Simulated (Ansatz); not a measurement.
# Co: energy and pressure over a range of volumes

An exercise on one series of results from a longer session: the logs are not shown, and one member is left open.

Computed with Ansatz 0.2.0 (DFT LDA, scalar-relativistic, unless a step's input says otherwise).

**Starting point**

It takes space group P6_3/mmc (No. 194, hexagonal). Conventional cell: a = 2.472 Å, b = 2.472 Å, c = 4.021 Å, α = 90.00°, β = 90.00°, γ = 120.00°. Co (site symmetry -6m2) has 12 Co at 2.47 Å as nearest neighbours.

Coordinates:

```
Co
1.0
     2.47200    0.00000    0.00000
    -1.23600    2.14081    0.00000
     0.00000    0.00000    4.02114
Co
2
Direct
  0.33333 0.66667 0.25000
  0.66667 0.33333 0.75000
```

The cell is one relaxed in the Materials Project, used as it stands.

Atoms are numbered in the order of the input: Co1, Co2.

The first run:

input.yaml

```yaml
crystal:
  lattice:
    - [2.430093504, 0.0, 0.0]
    - [-1.215046752, 2.1045227081, 0.0]
    - [0.0, 0.0, 3.9529759265]
  atoms:
    - { symbol: Co, position: [0.3333333333, 0.6666666667, 0.25], spin: 2.0 }
    - { symbol: Co, position: [0.6666666667, 0.3333333333, 0.75], spin: 2.0 }
magnetization:
  spin_polarized: true
kpoints:
  mp_grid: { grid: [17, 17, 9] }
scf:
  occupations: { method: fermi_dirac, width: 0.03 }
hamiltonian:
  xc: lda
  pseudopotentials: { kind: all_electron, lapw: { basis_error: 0.001 } }
output:
  forces: true
  stress: true
  eigenvalues: true
```

The run is started by

```console
> ansatz run input.yaml --threads 1 --pin off --max-ram 3072MiB --backend cpu --events-out ev --progress --plain --runs-dir out
```

Among the steps run: Volume × 0.95, LAPW; Volume × 0.95, PAW; Volume × 0.95, crystal datasets; Volume × 0.975, LAPW; Volume × 0.975, PAW; Volume × 1.025, LAPW; Volume × 1.025, PAW; Volume × 1.05, LAPW; Volume × 1.05, PAW; Volume × 1.05, crystal datasets.

One table of the session follows, with a row left open; its other results are not shown here.

It belongs to the step «Fits». 

| method | volume (Å³/atom) | pressure (GPa) | moment Co1 (μB) |
| --- | --- | --- | --- |
| LAPW | 10.108 | -2.78 | 1.56 |
| LAPW | 10.374 | ? | ? |
| LAPW | 10.640 | -14.42 | 1.61 |
| LAPW | 10.906 | -19.03 | 1.63 |
| LAPW | 11.172 | -22.92 | 1.65 |
| PAW | 10.108 | -2.58 | 1.57 |
| PAW | 10.374 | -8.88 | 1.59 |
| PAW | 10.640 | -14.27 | 1.62 |
| PAW | 10.906 | -18.89 | 1.64 |
| PAW | 11.172 | -22.80 | 1.67 |
| crystal datasets | 10.108 | -2.78 | 1.57 |
| crystal datasets | 10.640 | -14.43 | 1.62 |
| crystal datasets | 11.172 | -22.92 | 1.67 |

Estimate the missing values for LAPW, 10.374.

**Answer.** pressure (GPa): -9.05; moment Co1 (μB): 1.58. In the column «pressure (GPa)» it lies between PAW, 10.640 (-14.27) and PAW, 10.374 (-8.88).

To keep in mind: Other magnetic orders may lie lower; this is the state that the run reached. Warnings in the runs' records: crystal datasets made, stability check not made, band levels unverified.
